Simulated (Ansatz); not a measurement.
**As in Ansatz: convergence with ecutfock ratio**

Input of the first run (ecutfock ratio 1); the others differ in this setting and in those tied to it:

Contents of input.yaml:

```yaml
crystal:
  lattice:
    - [2.9794804, -0.10061659, 0.32377096]
    - [-0.10061659, 2.58301288, 0.26188432]
    - [0.32377096, 0.26188432, 2.54855196]
  atoms:
    - { symbol: As, position: [0.5, 0.5, 0.5] }
hamiltonian:
  xc: hse06
  pseudopotentials: { kind: paw }
kpoints:
  mp_grid: { grid: [5, 5, 6] }
scf:
  occupations: { method: gaussian, width: 0.05 }
  exx: { ecutfock_ratio: 1 }
output:
  forces: true
  stress: true
  eigenvalues: true
```

Potentials or basis: Ansatz PAW.

Command:

```console
$ ansatz run input.yaml --threads 2 --pin off --max-ram 5632MiB --backend cpu --events-out ev --progress --plain --runs-dir out
```

Hardware: 2 threads of Arm Neoverse V2 (shared host).

Problem. The values tried are 1, 2, 3, 4, loosest first. From which on does the energy stay within 1 meV/atom of the tightest run that finished?

Solution. From 2 on.

```tsv
ecutfock ratio	energy less the tightest run, at zero smearing (meV/atom)	SCF cycles	CPU time (s)	peak memory (GiB)
1	5.54	14	17	0.55
2	0.02	14	20	0.61
3	0.00	14	21	0.64
4	0.00	14	20	0.65
```

The tightest run that finished is the yardstick and may itself not be fully converged.

Caveat, for the tightest run too: the k mesh is coarse (spacing up to 0.50 Å⁻¹), so the values aren't converged, least of all with exact exchange.
